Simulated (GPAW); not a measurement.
A run of GPAW 26.7.0 is set up as follows.

run.py

```python
from ase import Atoms
from ase.filters import FrechetCellFilter
from ase.io import write
from ase.optimize import BFGS
from gpaw import GPAW, PW, setup_paths

setup_paths.insert(0, '.')

atoms = Atoms(['Ta', 'Ta'],
              cell=[[2.9003720726, 0.0, 0.0],
                    [-1.4501860363, 2.5117958953, 0.0],
                    [0.0, 0.0, 5.166274]],
              scaled_positions=[[0.3333333333, 0.6666666667, 0.25],
                                [0.6666666667, 0.3333333333, 0.75]],
              pbc=True)

calc = GPAW(mode=PW(600),
            xc='PBEsol',
            kpts={'size': (8, 8, 4), 'gamma': True},
            occupations={'name': 'fermi-dirac', 'width': 0.05},
            nbands=26,
            convergence={'density': 1e-05, 'forces': 0.0001},
            maxiter=150,
            txt='gpaw.txt')
atoms.calc = calc
opt = BFGS(FrechetCellFilter(atoms), trajectory='relax.traj', logfile='-')
done = opt.run(fmax=0.02, steps=60)
calc.write('gs.gpw')
write('result.traj', atoms)
print('Converged:', done)
print('Cell:', atoms.cell.cellpar().round(4))
print('Volume:', round(atoms.get_volume(), 4))
print(atoms.get_scaled_positions().round(5))
```

Potentials or basis: PAW data sets generated in the run's folder for this functional, pw.

Run with:

```bash
$ gpaw-setup -f PBEsol Ta
$ OMP_NUM_THREADS=1 python run.py
```

(1) What does it give for the band gap on the k mesh?

(2) Estimate the space group after relaxing (to 0.05 Å).

(3) What does it give for the relaxed cell?

Answers

(1) none (metal or under the smearing width).

(2) P6_3/mmc (No. 194).

(3) a = 2.872 Å, b = 2.872 Å, c = 5.081 Å, α = 90.00°, β = 90.00°, γ = 120.00°.

Caveat: later steps reuse the first step's grids.
